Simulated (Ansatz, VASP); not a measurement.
**As: VASP beside Ansatz**

```
As
1.0
     2.97005    0.00000    0.00000
    -1.48502    2.57214    0.00000
     0.00000    0.00000    4.52528
As
2
Cartesian
  0.0000 1.7148 1.1313
  1.4850 0.8574 3.3940
```

Alike in both runs: task single point; functional RPBE; k mesh 13 × 13 × 8; occupations fermi-dirac, width 0.1 eV; no spin polarisation.

|  | VASP | Ansatz |
| --- | --- | --- |
| version | VASP 6.6.1 | Ansatz 0.2.0 |
| potentials or method | VASP PAW PBE potentials, release 64 (As) | plane waves (420 eV) with PAW, scalar-relativistic |
| plane-wave cutoff (eV) | 520 | 420 |
| valence electrons in the cell | 10 | 30 |

|  | VASP | Ansatz | Ansatz less VASP |
| --- | --- | --- | --- |
| pressure (GPa) | 12.9 | 12.8 | -0.09 |
| largest component of the traceless stress (GPa) | 0.05 | 0.07 | +0.019 |

The two sets of potentials don't hold the same shells in valence.

Caveats: the PAW data sets were made with another functional, which shifts forces and pressure a little (VASP).
